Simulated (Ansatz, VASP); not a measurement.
# One calculation of C, two programs

```
C
1.0
     2.51000    0.00000    0.00000
    -1.25500    2.17372    0.00000
     0.00000    0.00000    4.16000
C
4
Direct
  0.33333 0.66667 0.06250
  0.66667 0.33333 0.56250
  0.66667 0.33333 0.93750
  0.33333 0.66667 0.43750
```

Alike in both runs: task relaxation of cell and atoms; functional LDA; k mesh 12 × 12 × 8; no spin polarisation.

```csv
,VASP,Ansatz
version,VASP 6.6.1,Ansatz 0.2.0
potentials or method,"VASP PAW LDA potentials, release 64 (C)","scalar-relativistic, plane waves, PAW"
plane-wave cutoff (eV),600,560
occupations,"gaussian, width 0.01 eV",fixed
valence electrons in the cell,16,16
```

```csv
,VASP,Ansatz,Ansatz less VASP
"gap on the k mesh at the Fermi level, each at its own relaxed structure (eV)",3.01,3.03,+0.015
relaxed volume (Å³/atom),5.53,5.52,-0.009
relaxed cell length with the largest relative difference (Å),2.485,2.483,-0.0013
energy change over the relaxation (meV/atom),-6,-6,-0.7
```

A k mesh can miss the band edges. Expect the measured gap to be larger: semilocal functionals such as LDA lack the derivative discontinuity.
